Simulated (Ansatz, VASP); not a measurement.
**Two plane-wave programs on HfO2**

INCAR

```
SYSTEM = HfO2
PREC = Accurate
ENCUT = 520
EDIFF = 1E-7
ISMEAR = 0
SIGMA = 0.05
LREAL = .FALSE.
LASPH = .TRUE.
NELM = 100
ALGO = Normal
ISIF = 2
LWAVE = .FALSE.
LCHARG = .FALSE.
GGA = PE
NBANDS = 18
```

File KPOINTS:

```
Automatic mesh
0
G
  8 8 8
  0 0 0
```

The input POSCAR:

```
HfO2
1.0
    0.0000000000      2.5575000000      2.5575000000
    2.5575000000      0.0000000000      2.5575000000
    2.5575000000      2.5575000000      0.0000000000
Hf O
1 2
Direct
    0.1173020528     -0.1173020528     -0.1173020528
    0.2500000000      0.2500000000      0.2500000000
    0.7500000000      0.7500000000      0.7500000000
```

Input for Ansatz:

```yaml
crystal:
  lattice:
    - [0.0, 2.5575, 2.5575]
    - [2.5575, 0.0, 2.5575]
    - [2.5575, 2.5575, 0.0]
  atoms:
    - { symbol: Hf, position: [0.1173020528, -0.1173020528, -0.1173020528] }
    - { symbol: O, position: [0.25, 0.25, 0.25] }
    - { symbol: O, position: [0.75, 0.75, 0.75] }
basis:
  ecutwfc: 420
kpoints:
  mp_grid: { grid: [8, 8, 8] }
hamiltonian:
  xc: pbe
scf:
  occupations: { method: gaussian, width: 0.05 }
output:
  forces: true
  stress: true
  eigenvalues: true
```

Alike in both runs: task single point; functional PBE; k mesh 8 × 8 × 8; occupations gaussian, width 0.05 eV; no spin polarisation.

|  | VASP | Ansatz |
| --- | --- | --- |
| version | VASP 6.6.1 | Ansatz 0.2.0 |
| potentials or method | VASP PAW PBE potentials, release 64 (Hf_pv, O) | scalar-relativistic, plane waves, PAW |
| plane-wave cutoff (eV) | 520 | 420 |
| valence electrons in the cell | 22 | 38 |

|  | VASP | Ansatz | Ansatz less VASP |
| --- | --- | --- | --- |
| gap on the k mesh at the Fermi level (eV) | 2.83 | 2.89 | +0.058 |
| least direct gap on the mesh (eV) | 2.87 | 2.93 | +0.059 |
| rms of the force components (eV/Å) | 2.379 | 2.430 | +0.0501 |

Atom by atom the forces differ by 0.050 eV/Å (rms over components). The two sets of potentials don't hold the same shells in valence.

Caveats: spin-orbit coupling is left out, which moves the levels of the heavy elements; forces of over 1 eV/Å show positions far from the minimum, so gaps and moduli don't describe the material at rest. A k mesh can miss the band edges.
